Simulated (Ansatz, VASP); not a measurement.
# MgS: VASP beside Ansatz

```
CELL_PARAMETERS angstrom
0.00000 2.60165 2.60165
2.60165 0.00000 2.60165
2.60165 2.60165 0.00000
ATOMIC_POSITIONS crystal
Mg 0.00000 0.00000 0.00000
S 0.50000 0.50000 0.50000
```

Alike in both runs: task single point; functional r2SCAN; k mesh 8 × 8 × 8; occupations gaussian, width 0.05 eV; no spin polarisation.

|  | VASP | Ansatz |
| --- | --- | --- |
| version | VASP 6.6.1 | Ansatz 0.2.0 |
| potentials or method | VASP PAW PBE potentials, release 64 (Mg, S) | scalar-relativistic, plane waves, PAW |
| plane-wave cutoff (eV) | 520 | 500 |
| valence electrons in the cell | 8 | 16 |

|  | VASP | Ansatz | Ansatz less VASP |
| --- | --- | --- | --- |
| gap on the k mesh at the Fermi level (eV) | 3.43 | 3.46 | +0.029 |
| least direct gap on the mesh (eV) | 4.61 | 4.64 | +0.026 |
| pressure (GPa) | -0.5 | 0.0 | +0.47 |

With one functional, cell and mesh, what is left measures potentials, basis and numerics. The two sets of potentials don't hold the same shells in valence.

Caveats: the PAW data sets were made with another functional, which shifts forces and pressure a little (VASP). A k mesh can miss the band edges. r2SCAN opens gaps a little over a GGA but as a rule still falls short of measured ones.
